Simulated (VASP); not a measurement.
Wanted: the native input for a VASP 6.6.1 run.

```yaml
Task: relaxation of cell and atoms
Functional: r2SCAN
Potentials_or_basis: VASP PAW PBE potentials, release 64 (Pt, Se)
Cutoff: 600 eV
k_mesh: 9 × 9 × 5
Occupations: gaussian, width 0.03 eV
Spin: no spin polarisation
Further_INCAR_settings: ALGO = Normal; EDIFF = 1e-06; IBRION = 2; EDIFFG = -0.01; NSW = 90; ISIF = 3
```

The structure of PtSe2 (Sudovikovite) lies in POSCAR:

```
PtSe2
1.0
    3.7240000000      0.0000000000      0.0000000000
   -1.8620000000      3.2250786037      0.0000000000
    0.0000000000      0.0000000000      5.0620000000
Pt Se
1 2
Direct
    0.0000000000      0.0000000000      0.0000000000
    0.3333333333      0.6666666667      0.2500000000
    0.6666666667      0.3333333333      0.7500000000
```

One way to write it, as run:

INCAR

```
PREC = Accurate
ENCUT = 600
EDIFF = 1E-6
ISMEAR = 0
SIGMA = 0.03
LREAL = F
LASPH = T
NELM = 80
ALGO = Normal
ISIF = 3
LWAVE = F
LCHARG = F
METAGGA = R2SCAN
LMIXTAU = T
IBRION = 2
NSW = 90
EDIFFG = -0.01
```

KPOINTS

```
regular mesh
0
Gamma
  9 9 5
```

Potentials or basis: VASP PAW PBE potentials, release 64 (Pt, Se).

Run with:

```sh
$ cat potpaw_PBE.64/Pt/POTCAR potpaw_PBE.64/Se/POTCAR > POTCAR
$ mpirun -np 1 vasp_std > vasp.out
```

It gave:

```
Relaxed volume                         : 23.09 Å³/atom
Relaxed cell                           : a = 3.719 Å, b = 3.719 Å, c = 5.784 Å, α = 90.00°, β = 90.00°, γ = 120.00°
Space group after relaxing (to 0.05 Å) : P-3m1 (No. 164)
Energy gained by relaxing              : 24.1 meV/atom
Ionic steps                            : 20
Pressure after relaxing                : 0.0 GPa
Largest force after relaxing           : 0.009 eV/Å
Band gap on the k mesh                 : 0.73 eV, indirect (least direct gap 0.94 eV)
```

Caveat: the PAW data sets were made with another functional, which shifts forces and pressure a little; spin-orbit coupling is left out, which moves the levels of the heavy elements; an odd mesh through Γ misses points on the zone boundary, where band edges often lie; the volume moved by +14 % from the deposited cell, more than functionals usually miss.

Run time: 19 min on 1 thread of Intel(R) Xeon(R) 6975P-C (Granite Rapids), with other jobs on the host, peak memory 0.25 GiB.
